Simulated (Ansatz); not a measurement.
## simple cubic against fcc along group 15

Computed with Ansatz 0.2.0, DFT, RPBE, plane waves (420 eV) with PAW, scalar-relativistic. The PAW files were generated under PBE, with cores re-solved for the functional.

Each structure is relaxed within its symmetry, in the lowest magnetic state of the tried starts. Differences under about 8 meV lie within the error of the k-point mesh.

```csv
element,E(simple cubic) − E(fcc) (meV/atom),V(simple cubic) (Å³/atom),V(fcc) (Å³/atom),state of simple cubic,state of fcc
P,-766,14.82,14.77,spin not included,spin not included
As,-439,20.88,19.75,spin not included,spin not included
Sb,-280,30.66,28.08,spin not included,spin not included
Bi,-147,36.22,32.77,spin not included,spin not included
```
